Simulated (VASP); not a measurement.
**Os: band structure with rSCAN**

Os:

```xyz
2
Lattice="2.7341 0.0000 0.0000 -1.3671 2.3678 0.0000 0.0000 0.0000 4.3197" Properties=species:S:1:pos:R:3 pbc="T T T"
Os    1.3671    0.7893    3.2398
Os    0.0000    1.5785    1.0799
```

```json
{
  "Program": "VASP 6.6.1",
  "Task": "band structure",
  "Functional": "rSCAN",
  "Potentials or basis": "VASP PAW PBE potentials, release 64 (Os)",
  "Cutoff": "520 eV",
  "k mesh": "11 × 11 × 6",
  "Occupations": "fermi-dirac, width 0.05 eV",
  "Spin": "no spin polarisation",
  "Further INCAR settings": "ALGO = Normal; EDIFF = 1e-06"
}
```

| Property | Result |
| --- | --- |
| Pressure | 1.9 GPa |
| Band gap along the path | none (metal or under the smearing width) |

Stress tensor (GPa, compression positive):
```
2.14 0.00 0.00
0.00 2.14 0.00
0.00 0.00 1.30
```

Levels at the corners of the path, in eV from the Fermi level:
| point | band 5 | band 6 | band 7 | band 8 | band 9 | band 10 | band 11 | band 12 |
| --- | --- | --- | --- | --- | --- | --- | --- | --- |
| Γ | -2.85 | -2.25 | -2.25 | -1.59 | -1.59 | 0.12 | 1.79 | 1.79 |
| M | -2.94 | -2.64 | -1.89 | 2.15 | 2.73 | 2.84 | 4.64 | 6.04 |
| M | -2.94 | -2.64 | -1.89 | 2.15 | 2.73 | 2.84 | 4.64 | 6.04 |
| K | -3.53 | -3.53 | -1.34 | 1.60 | 1.60 | 2.17 | 5.82 | 5.82 |
| K | -3.53 | -3.53 | -1.34 | 1.60 | 1.60 | 2.17 | 5.82 | 5.82 |
| Γ | -2.85 | -2.25 | -2.25 | -1.59 | -1.59 | 0.12 | 1.79 | 1.79 |
| Γ | -2.85 | -2.25 | -2.25 | -1.59 | -1.59 | 0.12 | 1.79 | 1.79 |
| A | -3.32 | -3.32 | -3.32 | -3.32 | 0.96 | 0.96 | 0.96 | 0.96 |
| A | -3.32 | -3.32 | -3.32 | -3.32 | 0.96 | 0.96 | 0.96 | 0.96 |
| L | -1.21 | -1.21 | -0.08 | -0.08 | 2.50 | 2.50 | 3.49 | 3.49 |
| L | -1.21 | -1.21 | -0.08 | -0.08 | 2.50 | 2.50 | 3.49 | 3.49 |
| H | -3.51 | -3.51 | -1.37 | -1.37 | 1.76 | 1.76 | 8.77 | 8.77 |
| H | -3.51 | -3.51 | -1.37 | -1.37 | 1.76 | 1.76 | 8.77 | 8.77 |
| A | -3.32 | -3.32 | -3.32 | -3.32 | 0.96 | 0.96 | 0.96 | 0.96 |
| L | -1.21 | -1.21 | -0.08 | -0.08 | 2.50 | 2.50 | 3.49 | 3.49 |
| M | -2.94 | -2.64 | -1.89 | 2.15 | 2.73 | 2.84 | 4.64 | 6.04 |
| K | -3.53 | -3.53 | -1.34 | 1.60 | 1.60 | 2.17 | 5.82 | 5.82 |
| H | -3.51 | -3.51 | -1.37 | -1.37 | 1.76 | 1.76 | 8.77 | 8.77 |

Wall time 89 s on 1 thread of AMD EPYC 9R45 (Zen 5) (shared host), peak memory 0.13 GiB.

Caveat: the PAW data sets were made with another functional, which shifts forces and pressure a little; spin-orbit coupling is left out, which moves the levels of the heavy elements.
